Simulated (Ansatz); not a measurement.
# GaCuSe2: one candidate structure

Where does GaCuSe2 go from the start given, structure listed in a database for this formula (P4/mmm, No. 123)?

Program: Ansatz 0.2.0. Level of theory: DFT PBE, scalar-relativistic, plane waves, PAW. These are calculated values, not measurements.

### 1 The starting structure

Symmetry: P4/mmm, No. 123, tetragonal system. Conventional cell: a = 3.774 Å, b = 3.774 Å, c = 5.266 Å, α = 90.00°, β = 90.00°, γ = 90.00°. Around Ga (site symmetry 4/mmm) lie 6 Se at 2.63 to 2.67 Å. Around Cu (site symmetry 4/mmm) lie 6 Se at 2.63 to 2.67 Å. Around Se (site symmetry 4/mmm) lie 2 Cu at 2.63 Å and 4 Ga at 2.67 Å. Se (site symmetry 4/mmm) is surrounded by 2 Ga at 2.63 Å and 4 Cu at 2.67 Å.

As a file:

```
Ga Cu Se
1.0
     3.77442    0.00000    0.00000
     0.00000    3.77442    0.00000
     0.00000    0.00000    5.26589
Ga Cu Se
1 1 2
Cartesian
  1.8872 1.8872 2.6329
  0.0000 0.0000 0.0000
  0.0000 0.0000 2.6329
  1.8872 1.8872 0.0000
```

### 2 Quick check of gap, pressure and forces

The input, input.yaml:

```yaml
crystal:
  lattice:
    - [3.774416, 0.0, 0.0]
    - [0.0, 3.774416, 0.0]
    - [0.0, 0.0, 5.265891]
  atoms:
    - { symbol: Ga, position: [0.5, 0.5, 0.5] }
    - { symbol: Cu, position: [0.0, 0.0, 0.0], spin: 1.0 }
    - { symbol: Se, position: [0.0, 0.0, 0.5] }
    - { symbol: Se, position: [0.5, 0.5, 0.0] }
basis:
  ecutwfc: 420
kpoints:
  mp_grid: { grid: [6, 6, 4] }
hamiltonian:
  xc: pbe
scf:
  occupations: { method: gaussian, width: 0.1 }
  lower_state_search: "off"
output:
  forces: true
  stress: true
  eigenvalues: true
  populations: true
magnetization:
  spin_polarized: true
```

Started as:

```console
ansatz run input.yaml --threads 1 --pin off --max-ram 2560MiB --backend cpu --events-out ev --progress --plain --runs-dir out
```

Log, cut to the lines that bear on the results:

```text
[...]
SCF converged after 19 iterations
Magnetization: -0.0000 μB (32.0000 up, 32.0000 down)
Absolute magnetization: 0.0000 μB (∫|ρ↑−ρ↓|, with the PAW one-centre terms)
Spin contamination: 0.0000 ħ² per cell (⟨S²⟩ above its minimum at these occupations)
Per-site moments (μB) at R_I (Å): [(6.479721561908679e-8, 1.08609001875), (-1.4698370649734925e-7, 1.08609001875), (-2.6715711407344212e-8, 1.08609001875), (-3.7447290592463895e-7, 1.08609001875)]
Free energy (F): -21347.314116 eV
[...]
E sigma→0 (E₀):  -21347.311130 eV
Entropy (-TS):   -0.005973 eV (-1.493 meV/atom)
Fermi energy:    10.891400 eV
[...]
--- Forces (eV/Å), atoms counted from 1 ---
  atom   1  Ga     0.00000000     0.00000000     0.00000000
  atom   2  Cu    -0.00000000     0.00000000     0.00000000
  atom   3  Se    -0.00000000    -0.00000000     0.00000000
  atom   4  Se     0.00000000     0.00000000     0.00000000
[...]
--- Stress (GPa, compression-positive) ---
       -0.283077       0.000000       0.000000
        0.000000      -0.283077       0.000000
        0.000000       0.000000       0.892154
  P = ⅓ Tr σ = 0.1087 GPa (1.087 kbar)
--- Band table (eV; the first three rows and the last of 60) ---
[...]
--- Löwdin populations: 4 sites ---
  site symbol       q [e]    m [muB]
     0     Ga     12.9828     0.0000
     1     Cu     18.3513    -0.0000
     2     Se     16.1388    -0.0000
     3     Se     16.3371    -0.0000
  spilling = 0.002970 (of n_electrons = 64.000000)
```

Run time: 22 s. Hardware: 1 thread of Arm Neoverse V1, shared host; peak memory 0.43 GiB.

By site:

| atom | Löwdin electrons |
| --- | --- |
| Ga1 | 12.98 |
| Cu2 | 18.35 |
| Se3 | 16.14 |
| Se4 | 16.34 |

The Löwdin counts miss 0.19 of the 64 electrons, which the atomic orbitals do not span, so they are no charges.

From the probe: pressure 0.1 GPa, largest force 0.00 eV/Å, gap on this mesh none (metal). The gap decides the next run's mesh: 12×12×10 points.

### 3 The relaxation

The input, input.yaml:

```yaml
crystal:
  lattice:
    - [3.774416, 0.0, 0.0]
    - [0.0, 3.774416, 0.0]
    - [0.0, 0.0, 5.265891]
  atoms:
    - { symbol: Ga, position: [0.5, 0.5, 0.5] }
    - { symbol: Cu, position: [0.0, 0.0, 0.0] }
    - { symbol: Se, position: [0.0, 0.0, 0.5] }
    - { symbol: Se, position: [0.5, 0.5, 0.0] }
basis:
  ecutwfc: 420
kpoints:
  mp_grid: { grid: [12, 12, 10] }
hamiltonian:
  xc: pbe
scf:
  occupations: { method: gaussian, width: 0.1 }
output:
  forces: true
  stress: true
  eigenvalues: true
  write_density: true
  write_potential: true
  elf: true
  volumetric_format: npy
relax:
  adjacent_minimum: "off"
  f_tol: 0.01
  max_steps: 80
  cell: { stress_tol: 0.05 }
```

Started as:

```console
ansatz run input.yaml --threads 1 --pin off --max-ram 2560MiB --backend cpu --events-out ev --progress --plain --runs-dir out
```

Log:

```text
Warning: RAYON_NUM_THREADS=1 ignored (pool sized by the plan → 1); use --threads N
Engine: ansatz 0.2.0, aarch64-unknown-linux-gnu
Pseudopotentials: kind: paw
Pseudopotential: Ga, paw, valence charge 13, recommended cutoff 420 eV (normal), Ga.paw.azcp
Pseudopotential: Cu, paw, valence charge 19, recommended cutoff 420 eV (normal), Cu.paw.azcp
Pseudopotential: Se, paw, valence charge 16, recommended cutoff 420 eV (normal), Se.paw.azcp
Functional definition: PBE
  parameter kappa = 0.804
  parameter beta = 0.06672455060314922
  exchange = pbe_x(kappa = kappa, mu = beta*pi^2/3)
  correlation = pbe_c(beta = beta)
Crystal: 4 atoms, lattice volume = 75.019 Å³
Basis set: ecut = 420 eV, 1465 PW (Γ), exchange–correlation on 54×54×72 points (8 copies of the dense FFT grid, shifted against one another)
Bands: 39, of which v1, the nominal top of the filled ones, is band 32 counted from 1 (31 counted from 0)
Symmetry: 16 space group operations
Space group: P4/mmm (ITA 123), of the structure as read, at distance tolerance 4.2e-5 Å
k-points: 168 of 1440
Non-local potential: Ga, projectors of the file, l = 0: 2, l = 1: 2, l = 2: 3, l = 3: 1
Non-local potential: Cu, projectors of the file, l = 0: 3, l = 1: 2, l = 2: 3, l = 3: 1
Non-local potential: Se, projectors of the file, l = 0: 2, l = 1: 2, l = 2: 3, l = 3: 1
PAW form: soft (Blöchl's): semilocal exchange-correlation on the pseudo side does not see the compensation charge
PAW one-centre angular grid: Ga, 590 points (default); XC on 64 Gauss nodes
PAW one-centre angular grid: Cu, 590 points (default); XC on 64 Gauss nodes
PAW one-centre angular grid: Se, 590 points (default); XC on 64 Gauss nodes
Initial density: superposition of atomic densities (neutral atoms: chi_scale 0, normalization atom), corrected by the library's trained network
Initial wavefunctions: pseudopotential atomic-orbital guess
Functional: x = pbe(κ = 0.804, μ = 0.2195149727645171), c = pbe(β = 0.06672455060314922)
SCF iter   1: F=—  HF=-21347.265260 eV  |F-HF|=—  |Δ(HF+E_count)|=         —  Δρ=1.76e-3  dr2=2.28e-3  ethr=1.77e-3  ⟨swp⟩=5.4  Hψ=22335  notcnv=0  defer=48
preconditioner: auto → Kerker (q_TF=auto, 2.657 Å⁻¹)  [metal: Δε(μ)=0.035 eV  Ē_g=12.413 eV  σ=0.100 eV  W_gap=0.19  n_scr=28 (ndim 8)  ℏωp=25.7 eV  f_vac=0.008  D(μ)=1.58/eV (n_scr^D=6)]
SCF iter   2: F=—  HF=-21347.265502 eV  |F-HF|=—  |Δ(HF+E_count)|=   2.41e-4  Δρ=1.07e-3  dr2=1.19e-3  ethr=3.57e-6  ⟨swp⟩=2.0  Hψ=12075  notcnv=0  defer=51
SCF iter   3: F=—  HF=-21347.265335 eV  |F-HF|=—  |Δ(HF+E_count)|=   1.67e-4  Δρ=2.86e-4  dr2=1.85e-4  ethr=1.86e-6  ⟨swp⟩=2.0  Hψ=8042  notcnv=0  defer=52
SCF iter   4: F=—  HF=-21347.265303 eV  |F-HF|=—  |Δ(HF+E_count)|=   3.17e-5  Δρ=1.33e-4  dr2=2.94e-5  ethr=2.89e-7  ⟨swp⟩=2.1  Hψ=9488  notcnv=0  defer=52
SCF iter   5: F=—  HF=-21347.265274 eV  |F-HF|=—  |Δ(HF+E_count)|=   2.93e-5  Δρ=8.02e-5  dr2=1.22e-5  ethr=4.60e-8  ⟨swp⟩=2.0  Hψ=9654  notcnv=0  defer=52
SCF iter   6: F=—  HF=-21347.265272 eV  |F-HF|=—  |Δ(HF+E_count)|=   2.29e-6  Δρ=3.19e-5  dr2=1.13e-6  ethr=1.90e-8  ⟨swp⟩=2.0  Hψ=9003  notcnv=0  defer=52
SCF iter   7: F=—  HF=-21347.265271 eV  |F-HF|=—  |Δ(HF+E_count)|=   3.42e-7  Δρ=1.35e-5  dr2=1.42e-7  ethr=1.76e-9  ⟨swp⟩=2.0  Hψ=10861  notcnv=0  defer=52
SCF iter   8: F=-21347.265271 eV  HF=-21347.265271 eV  |F-HF|=9.06e-9  |Δ(HF+E_count)|=   3.59e-9  Δρ=7.32e-6  dr2=3.26e-8  ethr=1.56e-10  ⟨swp⟩=11.7  Hψ=46729  notcnv=0
SCF 1 converged in 8 iterations: F = -21347.265271 eV  dr2 = 3.26e-8
relax step   1: F+E_penalty+E_count = -21347.26527137 eV  Δ(F+E_penalty+E_count) = +0.000e0 eV  max|allowed force component| = 1.809e-29 eV/Å  Δτ_max = 0.0000 Å  P = +0.213 GPa  Ω = 75.019 Å³  (8 SCF iters, dr2 threshold 1.00e-7 eV, accepted)
Crystal: 4 atoms, lattice volume = 75.253 Å³
Initial density: handed on by an earlier stage of this run
Initial wavefunctions: those handed on with the density
iter 1 solved again at ethr=5.15e-8 eV; its pass at ethr=3.10e-3 eV (dr2=3.29e-5 eV) is discarded
SCF iter   1: F=—  HF=-21347.265382 eV  |F-HF|=—  |Δ(HF+E_count)|=         —  Δρ=2.56e-4  dr2=3.49e-5  ethr=5.15e-8  ⟨swp⟩=2.3  Hψ=27303  notcnv=0
preconditioner: auto → Kerker (q_TF=auto, 2.656 Å⁻¹)  [metal: Δε(μ)=0.032 eV  Ē_g=12.384 eV  σ=0.100 eV  W_gap=0.18  n_scr=28 (ndim 8)  ℏωp=25.7 eV  f_vac=0.007  D(μ)=1.59/eV (n_scr^D=6)]
SCF iter   2: F=—  HF=-21347.265353 eV  |F-HF|=—  |Δ(HF+E_count)|=   2.87e-5  Δρ=6.99e-5  dr2=3.86e-6  ethr=5.15e-8  ⟨swp⟩=2.0  Hψ=7537  notcnv=0
SCF iter   3: F=—  HF=-21347.265353 eV  |F-HF|=—  |Δ(HF+E_count)|=   6.44e-7  Δρ=4.61e-5  dr2=1.74e-6  ethr=6.03e-9  ⟨swp⟩=2.2  Hψ=8373  notcnv=0
iter 4 did not close the SCF: its close was put off for the readings that it lacked (scf_convergence_deferred on its scf_iter line)
SCF iter   4: F=-21347.265353 eV  HF=-21347.265352 eV  |F-HF|=2.85e-8  |Δ(HF+E_count)|=   6.02e-8  Δρ=1.21e-5  dr2=1.29e-7  ethr=2.71e-9  ⟨swp⟩=2.2  Hψ=8184  notcnv=0
iter 5 did not close the SCF: its close was put off for the readings that it lacked (scf_convergence_deferred on its scf_iter line)
SCF iter   5: F=-21347.265353 eV  HF=-21347.265353 eV  |F-HF|=5.82e-9  |Δ(HF+E_count)|=   5.24e-8  Δρ=3.82e-6  dr2=1.06e-8  ethr=2.02e-10  ⟨swp⟩=2.0  Hψ=9519  notcnv=0
SCF iter   6: F=-21347.265353 eV  HF=-21347.265353 eV  |F-HF|=2.23e-9  |Δ(HF+E_count)|=   5.56e-9  Δρ=1.66e-6  dr2=2.78e-9  ethr=1.66e-11  ⟨swp⟩=5.8  Hψ=39993  notcnv=0
SCF 2 converged in 6 iterations: F = -21347.265353 eV  dr2 = 2.78e-9
relax step   2: F+E_penalty+E_count = -21347.26535254 eV  Δ(F+E_penalty+E_count) = -8.117e-5 eV  max|allowed force component| = 1.972e-29 eV/Å  Δτ_max = 0.0000 Å  P = -0.019 GPa  Ω = 75.253 Å³  energy of the carried Pulay correction = -6.390e-5 eV  (6 SCF iters, dr2 threshold 1.71e-7 eV, accepted)
Initial wavefunctions: pseudopotential atomic-orbital guess (no wavefunctions were taken with the density)
iter 1 solved again at ethr=2.85e-8 eV; its pass at ethr=3.10e-3 eV (dr2=1.82e-5 eV) is discarded
SCF iter   1: F=—  HF=-21347.265425 eV  |F-HF|=—  |Δ(HF+E_count)|=         —  Δρ=4.37e-5  dr2=3.35e-8  ethr=2.85e-8  ⟨swp⟩=3.1  Hψ=40949  notcnv=0
preconditioner: auto → Kerker (q_TF=auto, 2.656 Å⁻¹)  [metal: Δε(μ)=0.033 eV  Ē_g=12.385 eV  σ=0.100 eV  W_gap=0.18  n_scr=28 (ndim 8)  ℏωp=25.7 eV  f_vac=0.007  D(μ)=1.59/eV (n_scr^D=6)]
SCF iter   2: F=—  HF=-21347.265411 eV  |F-HF|=—  |Δ(HF+E_count)|=   1.44e-5  Δρ=2.26e-5  dr2=1.75e-8  ethr=5.24e-11  ⟨swp⟩=2.1  Hψ=11953  notcnv=0
SCF iter   3: F=—  HF=-21347.265414 eV  |F-HF|=—  |Δ(HF+E_count)|=   3.29e-6  Δρ=6.06e-6  dr2=1.34e-9  ethr=2.74e-11  ⟨swp⟩=2.0  Hψ=7392  notcnv=0
SCF iter   4: F=—  HF=-21347.265414 eV  |F-HF|=—  |Δ(HF+E_count)|=   2.54e-7  Δρ=6.85e-7  dr2=1.30e-10  ethr=2.09e-12  ⟨swp⟩=2.0  Hψ=9581  notcnv=0
SCF iter   5: F=—  HF=-21347.265414 eV  |F-HF|=—  |Δ(HF+E_count)|=   2.10e-9  Δρ=2.20e-7  dr2=4.18e-11  ethr=1.00e-12  ⟨swp⟩=2.0  Hψ=7392  notcnv=0
SCF iter   6: F=-21347.265414 eV  HF=-21347.265414 eV  |F-HF|=1.82e-11  |Δ(HF+E_count)|=  3.64e-12  Δρ=2.22e-7  dr2=2.85e-11  ethr=1.00e-12  ⟨swp⟩=6.0  Hψ=30610  notcnv=0
SCF 3 converged in 6 iterations: F = -21347.265414 eV  dr2 = 2.85e-11
relax step   3: F+E_penalty+E_count = -21347.26541420 eV  Δ(F+E_penalty+E_count) = -6.166e-5 eV  max|allowed force component| = 1.499e-29 eV/Å  Δτ_max = 0.0000 Å  P = -0.020 GPa  Ω = 75.253 Å³  stress off target by 3.21e-2 GPa  SCF on the basis re-selected at this cell (its energy is not comparable with the rows above)  (6 SCF iters)
basis re-selected at this cell: Δ(F+E_penalty+E_count) = -6.166e-5 eV, ΔP = -0.001 GPa vs the last step (what re-selecting the basis moved, of the pressure what is left beyond the Pulay correction that the steps carried, after the strain that the cell walked since its last selection, with what the two solves' SCF thresholds leave and, on support functions, any second-order correction that the steps lacked; it is no measure of the basis error at this ecutwfc). This SCF's stress stands 3.21e-2 GPa from its target on what of the cell is left free (relax.cell.stress_tol is 5.00e-2 GPa) and its largest allowed force component is 1.50e-29 eV/Å (relax.f_tol is 1.00e-2 eV/Å): within both
SCF converged after 6 iterations
Free energy (F): -21347.265414 eV
Harris-Foulkes:  -21347.265414 eV  (|F-HF|=1.82e-11)
Internal energy: -21347.257454 eV  (E = F + TS)
E sigma→0 (E₀):  -21347.261434 eV
Entropy (-TS):   -0.007961 eV (-1.990 meV/atom)
Fermi energy:    10.799215 eV
--- Per-component energies (eV) ---
  E_band       = -1176.961403
  E_kinetic    = 650.795762
  E_local      = -11072.910888  (includes V_loc(G=0)·N_el)
  E_nonlocal   = -367.485751
  E_hartree    = 5209.846631
  E_xc         = -365.285995
  E_vxc        = -367.565143  (∫ρ·V_xc dr)
  E_paw        = -7482.042513  (= ΣΔE_a)
  E_vpaw       = -439.488077  (= ΣTr[D̂ρ^β])
  E_aug_tail   = -0.001077  (compensation charges beyond the density's cutoff)
  E_ewald      = -7920.173623
  E_smearing   = -0.007961  (= −TS)
  E_closure    = -0.000000  (closes the sum)
  Σ components = -21347.265414   (vs F -21347.265414, Δ=0.00e0)
--- Forces (eV/Å), atoms counted from 1 ---
  atom   1  Ga     0.00000000     0.00000000     0.00000000
  atom   2  Cu     0.00000000     0.00000000     0.00000000
  atom   3  Se     0.00000000     0.00000000     0.00000000
  atom   4  Se    -0.00000000    -0.00000000     0.00000000
  max |Σ_I F_I| component: 2.21e-29 eV/Å
--- Stress (GPa, compression-positive) ---
       -0.032060       0.000000       0.000000
        0.000000      -0.032060       0.000000
        0.000000       0.000000       0.005072
  P = ⅓ Tr σ = -0.0197 GPa (-0.197 kbar)
--- Band table (eV; the first three rows and the last of 168) ---
  k-point 0: bands = ["-101.3051", "-58.7296", "-58.6809", "-58.6809", "-37.1571", "-37.1547", "-37.1298", "-37.1298", "-37.1248", "-36.9407", "-36.9242", "-36.9242", "-36.8869", "-36.8853", "-4.4671", "-4.2815", "-4.2760", "-4.2326", "-4.2326", "-3.8813", "-1.6712", "4.9823", "7.4849", "7.4849", "7.5994", "8.2631", "8.4661", "8.5312", "8.5312", "8.6784", "9.6320", "9.8503", "9.8503", "12.0538", "15.0115", "18.7317", "18.7317", "18.8122", "18.8122"]
  k-point 1: bands = ["-101.3052", "-58.7296", "-58.6809", "-58.6809", "-37.1571", "-37.1547", "-37.1298", "-37.1298", "-37.1248", "-36.9407", "-36.9242", "-36.9242", "-36.8869", "-36.8853", "-4.4642", "-4.2815", "-4.2760", "-4.2328", "-4.2328", "-3.8439", "-1.7439", "4.9944", "7.4959", "7.4959", "7.6830", "8.2641", "8.4662", "8.5261", "8.5487", "8.5487", "9.6706", "9.8054", "9.8054", "12.3780", "15.0412", "18.4063", "18.4063", "18.7826", "18.9393"]
  k-point 2: bands = ["-101.3051", "-58.7296", "-58.6809", "-58.6809", "-37.1571", "-37.1547", "-37.1298", "-37.1298", "-37.1248", "-36.9407", "-36.9242", "-36.9242", "-36.8869", "-36.8853", "-4.4573", "-4.2815", "-4.2760", "-4.2332", "-4.2332", "-3.7325", "-1.9446", "5.0541", "7.5185", "7.5243", "7.5243", "8.2667", "8.4664", "8.6046", "8.6046", "8.6327", "9.6785", "9.6785", "9.7686", "13.1528", "15.1263", "17.3195", "18.1962", "18.1962", "18.3735"]
  k-point 167: bands = ["-101.3051", "-58.7296", "-58.6811", "-58.6811", "-37.1575", "-37.1537", "-37.1299", "-37.1299", "-37.1244", "-36.9403", "-36.9243", "-36.9243", "-36.8871", "-36.8843", "-4.5427", "-4.2872", "-4.2466", "-4.2466", "-4.2229", "-1.8650", "-1.6704", "4.5555", "5.3579", "5.3579", "6.4751", "6.7556", "6.7556", "8.6908", "8.6908", "8.7630", "8.8423", "9.0059", "12.0122", "14.6391", "14.9467", "17.5303", "18.2138", "18.2138", "18.4916"]
--- Relaxed structure (2 steps of the walk, 2 accepted, 1 SCFs on fresh bases) ---
  F+E_penalty+E_count = -21347.26541420 eV   max|allowed force component| = 1.499e-29 eV/Å   (the final SCF, on the basis selected at the relaxed cell)
  cell:  # Å, volume = 75.2531 Å³
    - [3.77807014611134, 0.0, 0.0]
    - [0.0, 3.77807014611134, 0.0]
    - [0.0, 0.0, 5.272111679245625]
  atoms:
    - { symbol: Ga, position: [0.49999999999999994, 0.49999999999999994, 0.49999999999999994] }
    - { symbol: Cu, position: [-2.7406492255321435e-37, 2.491499295938312e-38, 0.0] }
    - { symbol: Se, position: [-2.7406492255321435e-37, 2.491499295938312e-38, 0.49999999999999994] }
    - { symbol: Se, position: [0.49999999999999994, 0.49999999999999994, 0.0] }
```

It took 91 s on 1 thread of Arm Neoverse V1, shared host; peak memory 0.63 GiB.

Step by step:

| step | E - E(step 1) (eV/cell) | largest force component (eV/Å) | pressure (GPa) | volume (Å³) |
| --- | --- | --- | --- | --- |
| 1 | 0.0000 | 0.0000 | 0.21 | 75.02 |
| 2 | -0.0001 | 0.0000 | -0.02 | 75.25 |
| 3 | -0.0001 | 0.0000 | -0.02 | 75.25 |

Step 1 is the start. Step 3 repeats the geometry before it on a plane-wave basis chosen anew for that cell, so its energy need not be comparable with the rows above.

|  | before | after | change |
| --- | --- | --- | --- |
| a (Å) | 3.774 | 3.778 | +0.1 % |
| b (Å) | 3.774 | 3.778 | +0.1 % |
| c (Å) | 5.266 | 5.272 | +0.1 % |
| volume (Å³/atom) | 18.75 | 18.81 | +0.3 % |
| shortest distance (Å) | 2.633 | 2.636 | +0.1 % |
| space group (0.01 Å) | P4/mmm | P4/mmm | same |

The run keeps the 16 symmetry operations of the start, so it could not have lowered the symmetry.

Density in a lattice plane of the grid's cell (edges 3.78 and 5.27 Å, at 0.000 of the third edge), which holds Cu and Se.

Values in e/Å³, 12 rows by 8 columns:
```
14.05  3.44  0.30  0.10  0.07  0.10  0.30  3.44
 0.76  0.39  0.13  0.06  0.05  0.06  0.13  0.39
 0.34  0.24  0.12  0.05  0.04  0.05  0.12  0.24
 0.81  0.55  0.23  0.08  0.05  0.08  0.23  0.55
10.07  2.66  0.48  0.14  0.07  0.14  0.48  2.66
41.47  7.81  0.65  0.18  0.06  0.18  0.65  7.81
10.07  2.66  0.48  0.14  0.07  0.14  0.48  2.66
 0.81  0.55  0.23  0.08  0.05  0.08  0.23  0.55
 0.34  0.24  0.12  0.05  0.04  0.05  0.12  0.24
 0.76  0.39  0.13  0.06  0.05  0.06  0.13  0.39
14.05  3.44  0.30  0.10  0.07  0.10  0.30  3.44
70.25 11.91  0.51  0.12  0.08  0.12  0.51 11.91
```
Columns run along the first of these edges and rows up along the second, over one cell in 8 and 12 even steps from the bottom left corner. Atoms in the plane (fractional): Cu at (1.00, 0.00), Se at (1.00, 0.50).

ELF in the same plane.

Ten even steps from '0' (0.02) to '9' (0.93):
```
863211110001111236
332111100000111123
111111000000011111
111111000000011111
444321000000012344
877653100000135677
888775310001357788
677876420002467877
236787531013578763
124787531013578742
236787531013578763
677876420002467877
888775310001357788
877653100000135677
444321000000012344
111111000000011111
111111000000011111
332111100000111123
863211110001111236
995211110001111259
```
Columns run along the first of these edges and rows up along the second, over one cell in 18 and 20 even steps from the bottom left corner. Atoms in the plane (fractional): Cu at (1.00, 0.00), Se at (1.00, 0.50).

Both are smooth fields of the valence electrons: close to the nuclei they are not physical.

The highest ELF values outside the cores: 0.81 in the shell around Se, 0.9 Å from Se.

### 4 Results

Formation energies count from the elements, computed with the same settings in runs not shown here.

```
                          quantity                                                                      value
                              cell  a = 3.778 Å, b = 3.778 Å, c = 5.272 Å, α = 90.00°, β = 90.00°, γ = 90.00°
                       space group                                                           P4/mmm (No. 123)
                            volume                                                              18.81 Å³/atom
                   gap on the mesh                                                               none (metal)
formation energy from the elements                                                             -0.227 eV/atom
```

What this shows: The space group stayed P4/mmm, and from the first guess the volume went from 18.75 to 18.81 Å³/atom. With -0.23 eV/atom it lies under the elements, which doesn't yet make it stable against other compounds of them.
